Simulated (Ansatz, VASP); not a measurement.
MgO in VASP and in Ansatz

```
Mg O
1.0
     2.60105    0.00000    0.00000
     0.00000    2.60105    0.00000
     0.00000    0.00000    2.61832
Mg O
1 1
Direct
  0.00000 0.00000 0.00000
  0.50000 0.50000 0.50000
```

Change from the starting cell: epitaxial_xy strain -0.9%.

Alike in both runs: task single point; functional HSE06; k mesh 6 × 6 × 6; no spin polarisation.

```csv
,VASP,Ansatz
version,VASP 6.6.1,Ansatz 0.2.0
potentials or method,"VASP PAW PBE potentials, release 64 (Mg, O)","plane waves, PAW"
plane-wave cutoff (eV),520,420
occupations,"gaussian, width 0.01 eV",fixed
valence electrons in the cell,8,16
```

|  | VASP | Ansatz | Ansatz less VASP |
| --- | --- | --- | --- |
| gap on the k mesh at the Fermi level (eV) | 4.31 | 4.37 | +0.060 |
| pressure (GPa) | 1.9 | 2.3 | +0.41 |
| largest component of the traceless stress (GPa) | 3.16 | 3.15 | -0.008 |

The two sets of potentials don't hold the same shells in valence. Ansatz warned: «stress_exchange_threshold_loose».

Caveats: the PAW data sets were made with another functional, which shifts forces and pressure a little (VASP). A k mesh can miss the band edges.
